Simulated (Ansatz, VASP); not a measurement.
**One calculation of Ru, two programs**

```
Ru
1.0
     0.00000    1.91500    1.91500
     1.91500    0.00000    1.91500
     1.91500    1.91500    0.00000
Ru
1
Direct
  0.00000 0.00000 0.00000
```

This isn't the form of Ru at room conditions, which is hcp.

Alike in both runs: task relaxation of cell and atoms; functional PBE; k mesh 18 × 18 × 18; occupations gaussian, width 0.1 eV; no spin polarisation.

|  | VASP | Ansatz |
| --- | --- | --- |
| version | VASP 6.6.1 | Ansatz 0.2.0 |
| potentials or method | VASP PAW PBE potentials, release 64 (Ru_pv) | scalar-relativistic, plane waves, PAW |
| plane-wave cutoff (eV) | 600 | 420 |
| valence electrons in the cell | 14 | 16 |

```csv
,VASP,Ansatz,Ansatz less VASP
"gap on the k mesh at the Fermi level, each at its own relaxed structure (eV)",none,none,-
relaxed volume (Å³/atom),13.82,13.83,+0.007
relaxed cell length with the largest relative difference (Å),2.694,2.694,+0.0004
energy change over the relaxation (meV/atom),-3,-3,+0.2
```

A gap of «none» marks a metal or a gap that the smearing closes. The two sets of potentials don't hold the same shells in valence.
